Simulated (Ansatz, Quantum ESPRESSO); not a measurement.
**SiC [001], rock salt: pulling along c**

The c axis is held at a set length while the cell relaxes sideways. How do the lateral strain and the stress follow? The strained cell has c along the load; unstrained it is a = 2.8529 Å, b = 2.8529 Å, c = 4.0346 Å, α = 90.00°, β = 90.00°, γ = 90.00°, with 4 atoms. The symmetry of the cell is held, so distortions that would lower it, which this phase may prefer, aren't tested.

Calculated with Quantum ESPRESSO 7.5, PBEsol, GBRV 1.5 ultrasoft potentials, cutoff 680 eV, Fermi–Dirac smearing 0.05 eV, k-mesh 15×15×11, no spin polarisation, no spin-orbit coupling.

Relaxed positions at 0 %:

```csv
atom,x,y,z
Si,0.0000,0.0000,0.0000
Si,0.5000,0.5000,0.5000
C,0.0000,0.0000,0.5000
C,0.5000,0.5000,0.0000
```

| ε_c (%) | a (Å) | c (Å) | ε_a (%) | σ (GPa, tension positive) |
| --- | --- | --- | --- | --- |
| −3 | 2.8792 | 3.9135 | 0.923 | −11.97 |
| −2 | 2.8701 | 3.9539 | 0.605 | −7.53 |
| −1 | 2.8607 | 3.9942 | 0.274 | −3.60 |
| 0 | 2.8519 | 4.0346 | −0.032 | −0.14 |
| 2 | 2.8370 | 4.1153 | −0.555 | 5.53 |
| 3 | 2.8299 | 4.1556 | −0.806 | 8.09 |

**Question.** Fit both responses and give the free strain and the stress at +1 %, a row left out above.

Least squares with y = y0 + y1 ε + y2 ε² (ε in %) gives ε_a = −0.023 + (−0.2887) ε + (0.0095) ε² and σ = −0.14 + (3.317) ε + (−0.202) ε² GPa. The linear terms put the ratio of free to applied strain at −0.289 and the Young modulus at 332 GPa.

At +1 % the free strain comes out as −0.302 %. The run itself gives −0.299 %, so the estimate misses by 0.003 %; the fitted rows themselves lie up to 0.012 % off the law.

The stress comes out as 2.97 GPa. The run itself gives 2.94 GPa, so the estimate misses by 0.03 GPa; the fitted rows themselves lie up to 0.15 GPa off the law.

Along a cube axis ν = C12/(C11 + C12) and Y = (C11 − C12)(C11 + 2C12)/(C11 + C12), so C11 = Y(1 − ν)/[(1 + ν)(1 − 2ν)] = 433 GPa and C12 = 176 GPa.

The negative ε² term means that the crystal stiffens in compression and softens in tension.

The same fit over all rows at other levels or in other programs gives the strain ratio = −0.291 with PBEsol (Ansatz) and −0.286 with PBEsol (Quantum ESPRESSO, PseudoDojo).

[Logs are printed without paths, hosts, clocks, repeated set-up lines and the standing remarks that a program may print on its own settings, such as how far it seeks lower states.]
